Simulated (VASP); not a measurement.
A run of VASP 6.6.1 is set up as follows.

The input INCAR:

```
PREC = Accurate
ENCUT = 520
EDIFF = 1E-7
ISMEAR = 0
SIGMA = 0.02
LREAL = F
LASPH = T
NELM = 80
ALGO = Normal
ISIF = 2
LWAVE = F
LCHARG = F
GGA = PE
NBANDS = 11
```

Contents of KPOINTS:

```
Automatic mesh
0
Gamma
  10 10 10
```

The input POSCAR:

```
Si                                      
1.0
    0.0000000000      2.7342410790      2.7342410790
    2.7342410790      0.0000000000      2.7342410790
    2.7342410790      2.7342410790      0.0000000000
  Si            
     2
Direct
     0.7500000000000000    0.7500000000000000    0.7500000000000000
     0.5000000000000000    0.5000000000000000    0.5000000000000000
```

The input KPOINTS_OPT:

```
path GXWKGLUWLK,UX
10
line-mode
reciprocal
 0.0000000000  0.0000000000  0.0000000000  G
 0.5000000000  0.0000000000  0.5000000000  X

 0.5000000000  0.0000000000  0.5000000000  X
 0.5000000000  0.2500000000  0.7500000000  W

 0.5000000000  0.2500000000  0.7500000000  W
 0.3750000000  0.3750000000  0.7500000000  K

 0.3750000000  0.3750000000  0.7500000000  K
 0.0000000000  0.0000000000  0.0000000000  G

 0.0000000000  0.0000000000  0.0000000000  G
 0.5000000000  0.5000000000  0.5000000000  L

 0.5000000000  0.5000000000  0.5000000000  L
 0.6250000000  0.2500000000  0.6250000000  U

 0.6250000000  0.2500000000  0.6250000000  U
 0.5000000000  0.2500000000  0.7500000000  W

 0.5000000000  0.2500000000  0.7500000000  W
 0.5000000000  0.5000000000  0.5000000000  L

 0.5000000000  0.5000000000  0.5000000000  L
 0.3750000000  0.3750000000  0.7500000000  K

 0.6250000000  0.2500000000  0.6250000000  U
 0.5000000000  0.0000000000  0.5000000000  X
```

Potentials or basis: VASP PAW PBE potentials, release 64 (Si).

Command:

```bash
$ cat potpaw_PBE.64/Si/POTCAR > POTCAR
$ mpirun -np 1 vasp_std > vasp.out
```

Task: Predict the band gap along the path.

Result: 0.62 eV, indirect (least direct gap 2.56 eV).

Task: What does it give for the pressure?

Result: 0.0 GPa.

Task: What does it give for the band gap on the k mesh?

Result: 0.62 eV, indirect (least direct gap 2.56 eV).

Levels at the corners of the path, in eV from the valence-band top:
```csv
point,band 1,band 2,band 3,band 4,band 5,band 6,band 7,band 8,band 9
Γ,-11.82,0.00,0.00,0.00,2.56,2.56,2.56,3.14,7.71
X,-7.75,-7.75,-2.79,-2.79,0.75,0.75,9.94,9.94,10.91
X,-7.75,-7.75,-2.79,-2.79,0.75,0.75,9.94,9.94,10.91
W,-7.59,-7.59,-3.76,-3.76,4.27,4.27,4.93,4.93,10.45
W,-7.59,-7.59,-3.76,-3.76,4.27,4.27,4.93,4.93,10.45
K,-8.16,-7.16,-4.20,-2.38,1.23,4.11,7.38,7.92,8.08
K,-8.16,-7.16,-4.20,-2.38,1.23,4.11,7.38,7.92,8.08
Γ,-11.82,0.00,0.00,0.00,2.56,2.56,2.56,3.14,7.71
Γ,-11.82,0.00,0.00,0.00,2.56,2.56,2.56,3.14,7.71
L,-9.54,-6.87,-1.18,-1.18,1.47,3.35,3.35,7.70,10.50
L,-9.54,-6.87,-1.18,-1.18,1.47,3.35,3.35,7.70,10.50
U,-8.16,-7.16,-4.20,-2.38,1.23,4.11,7.38,7.92,8.08
U,-8.16,-7.16,-4.20,-2.38,1.23,4.11,7.38,7.92,8.08
W,-7.59,-7.59,-3.76,-3.76,4.27,4.27,4.93,4.93,10.45
W,-7.59,-7.59,-3.76,-3.76,4.27,4.27,4.93,4.93,10.45
L,-9.54,-6.87,-1.18,-1.18,1.47,3.35,3.35,7.70,10.50
L,-9.54,-6.87,-1.18,-1.18,1.47,3.35,3.35,7.70,10.50
K,-8.16,-7.16,-4.20,-2.38,1.23,4.11,7.38,7.92,8.08
U,-8.16,-7.16,-4.20,-2.38,1.23,4.11,7.38,7.92,8.08
X,-7.75,-7.75,-2.79,-2.79,0.75,0.75,9.94,9.94,10.91
```

Expect the measured gap to be larger: semilocal functionals such as PBE lack the derivative discontinuity.
